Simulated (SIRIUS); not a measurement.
# BN (P1) in SIRIUS: convergence with empty bands

Aim: find how far empty bands must go before the results for BN settle, at PBEsol. This setting moves, with any that are tied to it; all else stays.

Program: SIRIUS 7.10.0. These are calculated values, not measurements. Logs are shortened: lines on timing, memory, paths and dates and some standing lists are left out, and cuts for length are marked. The log counts tension as positive stress, the text compression.

**1. The cell of the first run**

The typed cell holds 2 atoms: a = 3.669 Å, b = 3.669 Å, c = 3.669 Å, α = 39.87°, β = 39.87°, γ = 39.87°.

The cell is a database's computed one.

The cell isn't the ideal one: atoms moved at random, drawn with an rms of 0.05 Å.

**2. With empty bands 1**

The input, sirius.json:

```json
{
  "control": {
    "processing_unit": "cpu",
    "verbosity": 2,
    "num_bands_to_print": 5,
    "print_forces": true,
    "print_stress": true
  },
  "parameters": {
    "electronic_structure_method": "pseudopotential",
    "xc_functionals": ["XC_GGA_X_PBE_SOL", "XC_GGA_C_PBE_SOL"],
    "gk_cutoff": 6.4,
    "pw_cutoff": 20.0,
    "ngridk": [8, 8, 8],
    "shiftk": [0, 0, 0],
    "smearing": "gaussian",
    "smearing_width": 0.0018374661,
    "num_bands": 5,
    "num_mag_dims": 0,
    "num_dft_iter": 100,
    "energy_tol": 1e-08,
    "density_tol": 1e-06
  },
  "iterative_solver": {
    "type": "davidson",
    "min_tolerance": 1e-10
  },
  "mixer": {
    "type": "anderson",
    "beta": 0.7,
    "max_history": 8
  },
  "settings": {
    "tol_ne": 1e-10
  },
  "unit_cell": {
    "lattice_vectors": [
      [0.340970174902, 0.19685922226, 0.919231084352],
      [-0.340970174902, 0.19685922226, 0.919231084352],
      [0.0, -0.39371844452, 0.919231084352]
    ],
    "lattice_vectors_scale": 6.9339716281,
    "atom_coordinate_units": "lattice",
    "atom_types": ["N", "B"],
    "atom_files": {
      "B": "B.json",
      "N": "N.json"
    },
    "atoms": {
      "N": [
        [0.691395, 0.660114, 0.646069]
      ],
      "B": [
        [-0.01379, 0.012869, 0.016147]
      ]
    }
  }
}
```

Potentials or basis: GBRV 1.5 PBEsol (ultrasoft).

Run with:

```
$ upf_to_json b_pbesol_v1.4.uspp.F.UPF
$ upf_to_json n_pbesol_v1.2.uspp.F.UPF
$ OMP_NUM_THREADS=1 sirius.scf --input=sirius.json --output=out.json --task=0
```

Log:

```text
[info] SIRIUS version : 7.10.0
[info] number of MPI ranks           : 1
[info] MPI grid                      : 1 1
[info] maximum number of OMP threads : 1
[fft] FFT context for density and potential
[fft] =====================================
[fft]   comm size                             : 1
[fft]   plane wave cutoff                     : 20
[fft]   grid size                             : 48 48 48   total : 110592
[fft]   grid limits                           : -23 24   -23 24   -23 24
[fft]   number of G-vectors within the cutoff : 8295
[fft]   local number of G-vectors             : 8295
[fft]   number of G-shells                    : 1600
[fft] FFT context for coarse grid
[fft] =====================================
[fft]   comm size                             : 1
[fft]   plane wave cutoff                     : 12.8
[fft]   grid size                             : 32 32 32   total : 32768
[fft]   grid limits                           : -15 16   -15 16   -15 16
[fft]   number of G-vectors within the cutoff : 2194
[fft]   local number of G-vectors             : 2194
[fft]   number of G-shells                    : 459
[unit cell] lattice vectors
[unit cell]   a1 :       2.3642775188      1.3650162619      6.3739222586
[unit cell]   a2 :      -2.3642775188      1.3650162619      6.3739222586
[unit cell]   a3 :       0.0000000000     -2.7300325238      6.3739222586
[unit cell] reciprocal lattice vectors
[unit cell]   b1 :       1.3287749127      0.7671685535      0.3285881154
[unit cell]   b2 :      -1.3287749127      0.7671685535      0.3285881154
[unit cell]   b3 :       0.0000000000     -1.5343371071      0.3285881154
[unit cell] unit cell volume :       123.42248620 [a.u.^3]
[unit cell] 1/sqrt(omega)    :         0.09001251
[unit cell] MT volume        :         0.00000000 ( 0.00%)
[unit cell] IT volume        :       123.42248620 (100.00%)
[unit cell] number of atom types : 2
[unit cell] type id : 0 symbol :  N mt_radius :  80.888246 num_atoms : 1
[unit cell] type id : 1 symbol :  B mt_radius :  80.685576 num_atoms : 1
[unit cell] total number of atoms : 2
[unit cell] number of symmetry classes : 2
[unit cell] number of PAW atoms : 0
[unit cell] atom id  type id  class id             position                      vector_field
[unit cell] ------------------------------------------------------------------------------------------
[unit cell]      0        0        0      0.69139   0.66011   0.64607      0.00000   0.00000   0.00000
[unit cell]      1        1        1     -0.01379   0.01287   0.01615      0.00000   0.00000   0.00000
[unit cell] atom id         position (Cartesian, a.u.)
[unit cell] ---------------------------------------------
[unit cell]      0       0.073957    0.081042   12.732407
[unit cell]      1      -0.063029   -0.045339    0.097049
[unit cell] class id : 0 atom id : 0
[unit cell] class id : 1 atom id : 1
[unit cell] minimum bond length:     2.609678
[unit cell] total number of pseudo wave-functions: 8
[sym] space group number   : 1
[sym] international symbol : P1
[sym] Hall symbol          : P 1
[sym] space group transformation matrix :
[sym]  -1.0000 -0.0000 -0.0000
[sym]  -0.0000 -1.0000 -0.0000
[sym]   1.0000  1.0000  1.0000
[sym] space group origin shift :
[sym]   0.0000  0.0000  0.0000
[sym] number of space group operations  : 1
[sym] number of magnetic group operations : 1
[sym] metric tensor error: 0.0000e+00
[sym] rotation matrix error: 3.3307e-16
[sym] symmetry operations
[... list of symmetry operations ...]
[atom type] label          : N
[atom type] --------------------------------------------------------------------------------
[... 352 lines left out ...]
[diagonalize] ik:    3   -0.394398   -0.106393    0.003471    0.100413    0.430291
[diagonalize] ik:    4   -0.364614   -0.156183   -0.006769    0.127513    0.388818
[diagonalize] ...
[diagonalize] ik:  255   -0.361868   -0.151762   -0.008670    0.108032    0.340110
[diagonalize] ik:  256   -0.389742   -0.103510    0.001717    0.065046    0.395118
[diagonalize] ik:  257   -0.434588   -0.007042    0.003082    0.030323    0.477299
[diagonalize] ik:  258   -0.466209   -0.048106    0.060329    0.107701    0.518568
[diagonalize] ik:  259   -0.477223   -0.064176    0.076544    0.160328    0.526198
[find] Charges and magnetic moments
[find] --------------------------------------------------------------------------------
[find] total charge          : 8.000000
[find] Energy
[find] --------------------------------------------------------------------------------
[find] valence_eval_sum               :      -0.76939818
[find] <rho|V^{XC}>                   :      -4.85207715
[find] <rho|E^{XC}>                   :      -4.19378852
[find] <mag|B^{XC}>                   :       0.00000000
[find] <rho|V^{H}>                    :       8.41507511
[find] one-electron contribution      :      -4.33239614 (Ha),      -8.66479227 (Ry)
[find] hartree contribution           :       4.20753755
[find] xc contribution                :      -4.19378852
[find] ewald contribution             :      -8.99578326
[find] PAW contribution               :       0.00000000
[find] smearing (-TS)                 :      -0.00000000
[find] SCF correction                 :      -0.00000016
[find] Total energy                   :     -13.31443053 (Ha),     -26.62886105 (Ry)
[find] Free energy (E-TS)             :     -13.31443053 (Ha),     -26.62886105 (Ry)
[find] band gap (eV)                  :       3.63880284
[find] Efermi                         :       0.27288696
[find] iteration : 19, RMS : 1.730062227384e-08, energy difference : -1.367794766338e-13
[find] Hartree energy of density residual : 2.915218620855e-14
[find] bands are converged : true
[find] iterative solver converged : true
[find] converged after 20 SCF iterations!
[find] Charges and magnetic moments
[find] --------------------------------------------------------------------------------
[find] total charge          : 8.000000
[find] Energy
[find] --------------------------------------------------------------------------------
[find] valence_eval_sum               :      -0.76939818
[find] <rho|V^{XC}>                   :      -4.85207715
[find] <rho|E^{XC}>                   :      -4.19378852
[find] <mag|B^{XC}>                   :       0.00000000
[find] <rho|V^{H}>                    :       8.41507511
[find] one-electron contribution      :      -4.33239614 (Ha),      -8.66479227 (Ry)
[find] hartree contribution           :       4.20753755
[find] xc contribution                :      -4.19378852
[find] ewald contribution             :      -8.99578326
[find] PAW contribution               :       0.00000000
[find] smearing (-TS)                 :      -0.00000000
[find] SCF correction                 :      -0.00000016
[find] Total energy                   :     -13.31443053 (Ha),     -26.62886105 (Ry)
[find] Free energy (E-TS)             :     -13.31443053 (Ha),     -26.62886105 (Ry)
[find] band gap (eV)                  :       3.63880284
[find] Efermi                         :       0.27288696
[ground_state] === stress tensor components [kbar] ===
[ground_state] === stress_kin ===
[ground_state] -11605.261029 -157.353907   -4.308020
[ground_state]  -157.353907-11330.709058   -3.175443
[ground_state]    -4.308020   -3.175443-12675.366885
[ground_state] === stress_har ===
[ground_state] -7426.663070  144.886101   -2.199510
[ground_state]   144.886101-7686.004514   -2.756005
[ground_state]    -2.199510   -2.756005 5082.889686
[ground_state] === stress_ewald ===
[ground_state] -1237.894112 1273.736089  -42.780719
[ground_state]  1273.736089-3557.678705  -50.971727
[ground_state]   -42.780719  -50.97172726239.399999
[ground_state] === stress_vloc ===
[ground_state] 19875.938289-1207.754948   36.116987
[ground_state] -1207.75494822055.246207   41.838450
[ground_state]    36.116987   41.838450-19107.520462
[ground_state] === stress_xc ===
[ground_state]  1598.209499    2.687211   -0.027851
[ground_state]     2.687211 1593.387072   -0.034183
[ground_state]    -0.027851   -0.034183 1640.127191
[ground_state] === stress_core ===
[ground_state]  1309.478232   -6.500356    0.297598
[ground_state]    -6.500356 1321.592443    0.326027
[ground_state]     0.297598    0.326027 1272.450566
[ground_state] === stress_nonloc ===
[ground_state] -1705.552398   23.082004    0.407565
[ground_state]    23.080196-1745.463607    0.459673
[ground_state]     0.392964    0.443865-1669.758897
[ground_state] === stress_us ===
[ground_state]  -791.934843    0.073869   -0.705778
[ground_state]     0.075677 -793.210660   -0.693624
[ground_state]    -0.691177   -0.677817 -784.103281
[ground_state] === stress_us_nl ===
[ground_state] -2497.487241   23.155873   -0.298213
[ground_state]    23.155873-2538.674267   -0.233951
[ground_state]    -0.298213   -0.233952-2453.862178
[ground_state] === stress_total ===
[ground_state]    16.320569   72.856062  -13.199728
[ground_state]    72.856062 -142.840821  -15.006833
[ground_state]   -13.199728  -15.006833   -1.882082
[ground_state] ==== total Forces in Ha/bohr =====
[ground_state] atom:    0, force:      -0.0468651     -0.0538657      0.0142708
[ground_state] atom:    1, force:       0.0468651      0.0538658     -0.0142712
[ground_state] ==== ultrasoft contribution from Qij =====
[ground_state] atom:    0, force:       0.0030414      0.0035789      0.0042187
[ground_state] atom:    1, force:      -0.0037899     -0.0044053     -0.0004925
[ground_state] ==== non-local contribution from Beta-projector =====
[ground_state] atom:    0, force:      -0.0334228     -0.0378113      0.0740384
[ground_state] atom:    1, force:       0.0569375      0.0654671      0.0076982
[ground_state] ==== contribution from local potential =====
[ground_state] atom:    0, force:       0.1571896      0.1824611      0.1383118
[ground_state] atom:    1, force:      -0.1776639     -0.2065667     -0.2221225
[ground_state] ==== contribution from core density =====
[ground_state] atom:    0, force:       0.0008219      0.0009684     -0.0004926
[ground_state] atom:    1, force:      -0.0031137     -0.0036921     -0.0011599
[ground_state] ==== Ewald forces from ions =====
[ground_state] atom:    0, force:      -0.1744952     -0.2030627     -0.2018055
[ground_state] atom:    1, force:       0.1744952      0.2030627      0.2018055
[~DFT_ground_state] local op. applied: 53319
[~DFT_ground_state] evp. work count: 44569.4
[~DFT_ground_state] number of iterative solver steps: 7329
```

It took 20 s on 1 thread of Arm Neoverse V2, shared host; peak memory 0.32 GiB.

Results:

```
Free energy            : -362.3041 eV
Pressure               : 4.3 GPa
Largest force          : 3.744 eV/Å
Band gap on the k mesh : 3.64 eV
```

**3. With empty bands 2**

Changes to sirius.json since step 2:

```diff
@@ -4,3 +4,3 @@
     "verbosity": 2,
-    "num_bands_to_print": 5,
+    "num_bands_to_print": 6,
     "print_forces": true,
@@ -17,3 +17,3 @@
     "smearing_width": 0.0018374661,
-    "num_bands": 5,
+    "num_bands": 6,
     "num_mag_dims": 0,
@@ -37,7 +37,6 @@
     "lattice_vectors": [
-      [0.340970174902, 0.19685922226, 0.919231084352],
-      [-0.340970174902, 0.19685922226, 0.919231084352],
-      [0.0, -0.39371844452, 0.919231084352]
+      [2.364277518801, 1.365016261882, 6.373922258565],
+      [-2.364277518801, 1.365016261882, 6.373922258565],
+      [0.0, -2.730032523764, 6.373922258565]
     ],
-    "lattice_vectors_scale": 6.9339716281,
     "atom_coordinate_units": "lattice",
```

Potentials or basis: GBRV 1.5 PBEsol (ultrasoft).

Run with:

```
$ upf_to_json b_pbesol_v1.4.uspp.F.UPF
$ upf_to_json n_pbesol_v1.2.uspp.F.UPF
$ OMP_NUM_THREADS=1 sirius.scf --input=sirius.json --output=out.json --task=0
```

Run time: 22 s. Hardware: 1 thread of Arm Neoverse V2, shared host; peak memory 0.32 GiB.

Results (log left out):

* Free energy: -362.3041 eV
* Pressure: 4.3 GPa
* Largest force: 3.744 eV/Å
* Band gap on the k mesh: 3.64 eV

**4. With empty bands 3**

Changes to sirius.json since step 3:

```diff
@@ -4,3 +4,3 @@
     "verbosity": 2,
-    "num_bands_to_print": 6,
+    "num_bands_to_print": 7,
     "print_forces": true,
@@ -17,3 +17,3 @@
     "smearing_width": 0.0018374661,
-    "num_bands": 6,
+    "num_bands": 7,
     "num_mag_dims": 0,
```

Run with:

```
$ upf_to_json b_pbesol_v1.4.uspp.F.UPF
$ upf_to_json n_pbesol_v1.2.uspp.F.UPF
$ OMP_NUM_THREADS=1 sirius.scf --input=sirius.json --output=out.json --task=0
```

Wall time 24 s (1 thread of Arm Neoverse V2, shared host); peak memory 0.32 GiB.

It converged, with:

| Property | Result |
| --- | --- |
| Free energy | -362.3041 eV |
| Pressure | 4.3 GPa |
| Largest force | 3.744 eV/Å |
| Band gap on the k mesh | 3.64 eV |

**5. With empty bands 4**

Changes to sirius.json since step 4:

```diff
@@ -4,3 +4,3 @@
     "verbosity": 2,
-    "num_bands_to_print": 7,
+    "num_bands_to_print": 8,
     "print_forces": true,
@@ -17,3 +17,3 @@
     "smearing_width": 0.0018374661,
-    "num_bands": 7,
+    "num_bands": 8,
     "num_mag_dims": 0,
```

Run with:

```
$ upf_to_json b_pbesol_v1.4.uspp.F.UPF
$ upf_to_json n_pbesol_v1.2.uspp.F.UPF
$ OMP_NUM_THREADS=1 sirius.scf --input=sirius.json --output=out.json --task=0
```

Wall time 27 s (1 thread of Arm Neoverse V2, shared host); peak memory 0.33 GiB.

The run converged. Its results:

| Quantity | Value |
| --- | --- |
| Free energy | -362.3041 eV |
| Pressure | 4.3 GPa |
| Largest force | 3.744 eV/Å |
| Band gap on the k mesh | 3.64 eV |

**6. With empty bands 6**

Changes to sirius.json since step 5:

```diff
@@ -4,3 +4,3 @@
     "verbosity": 2,
-    "num_bands_to_print": 8,
+    "num_bands_to_print": 10,
     "print_forces": true,
@@ -17,3 +17,3 @@
     "smearing_width": 0.0018374661,
-    "num_bands": 8,
+    "num_bands": 10,
     "num_mag_dims": 0,
```

Potentials or basis: GBRV 1.5 PBEsol (ultrasoft).

Run with:

```
$ upf_to_json b_pbesol_v1.4.uspp.F.UPF
$ upf_to_json n_pbesol_v1.2.uspp.F.UPF
$ OMP_NUM_THREADS=1 sirius.scf --input=sirius.json --output=out.json --task=0
```

Wall time 33 s (1 thread of Arm Neoverse V2, shared host); peak memory 0.33 GiB.

It converged, with:

* Free energy: -362.3041 eV
* Pressure: 4.3 GPa
* Largest force: 3.744 eV/Å
* Band gap on the k mesh: 3.64 eV

**7. With empty bands 10**

Changes to sirius.json since step 6:

```diff
@@ -4,3 +4,3 @@
     "verbosity": 2,
-    "num_bands_to_print": 10,
+    "num_bands_to_print": 14,
     "print_forces": true,
@@ -17,3 +17,3 @@
     "smearing_width": 0.0018374661,
-    "num_bands": 10,
+    "num_bands": 14,
     "num_mag_dims": 0,
@@ -37,6 +37,7 @@
     "lattice_vectors": [
-      [2.364277518801, 1.365016261882, 6.373922258565],
-      [-2.364277518801, 1.365016261882, 6.373922258565],
-      [0.0, -2.730032523764, 6.373922258565]
+      [0.340970174902, 0.19685922226, 0.919231084352],
+      [-0.340970174902, 0.19685922226, 0.919231084352],
+      [0.0, -0.39371844452, 0.919231084352]
     ],
+    "lattice_vectors_scale": 6.9339716281,
     "atom_coordinate_units": "lattice",
```

Run with:

```
$ upf_to_json b_pbesol_v1.4.uspp.F.UPF
$ upf_to_json n_pbesol_v1.2.uspp.F.UPF
$ OMP_NUM_THREADS=1 sirius.scf --input=sirius.json --output=out.json --task=0
```

Wall time 46 s (1 thread of Arm Neoverse V2, shared host); peak memory 0.34 GiB.

The run converged. Its results:

* Free energy: -362.3041 eV
* Pressure: 4.3 GPa
* Largest force: 3.744 eV/Å
* Band gap on the k mesh: 3.64 eV

**8. With empty bands 16**

Changes to sirius.json since step 7:

```diff
@@ -4,3 +4,3 @@
     "verbosity": 2,
-    "num_bands_to_print": 14,
+    "num_bands_to_print": 20,
     "print_forces": true,
@@ -17,3 +17,3 @@
     "smearing_width": 0.0018374661,
-    "num_bands": 14,
+    "num_bands": 20,
     "num_mag_dims": 0,
@@ -37,7 +37,6 @@
     "lattice_vectors": [
-      [0.340970174902, 0.19685922226, 0.919231084352],
-      [-0.340970174902, 0.19685922226, 0.919231084352],
-      [0.0, -0.39371844452, 0.919231084352]
+      [2.364277518801, 1.365016261882, 6.373922258565],
+      [-2.364277518801, 1.365016261882, 6.373922258565],
+      [0.0, -2.730032523764, 6.373922258565]
     ],
-    "lattice_vectors_scale": 6.9339716281,
     "atom_coordinate_units": "lattice",
```

Run with:

```
$ upf_to_json b_pbesol_v1.4.uspp.F.UPF
$ upf_to_json n_pbesol_v1.2.uspp.F.UPF
$ OMP_NUM_THREADS=1 sirius.scf --input=sirius.json --output=out.json --task=0
```

Run time: 66 s. Hardware: 1 thread of Arm Neoverse V2, shared host; peak memory 0.35 GiB.

Results (log left out):

* Free energy: -362.3041 eV
* Pressure: 4.3 GPa
* Largest force: 3.744 eV/Å
* Band gap on the k mesh: 3.64 eV

**9. Summary**

```
empty bands  energy less the tightest run, at zero smearing (meV/atom)  SCF cycles  CPU time (s)  peak memory (GiB)
          1                                                       0.00          20            20               0.32
          2                                                       0.00          18            22               0.32
          3                                                       0.00          17            24               0.32
          4                                                       0.00          18            27               0.33
          6                                                       0.00          19            33               0.33
         10                                                       0.00          19            46               0.34
         16                                                       0.00          18            66               0.35
```

Against the tightest run, the energy stays within 1 meV/atom from 1 on. The tightest run that finished is the yardstick and may itself not be fully converged.
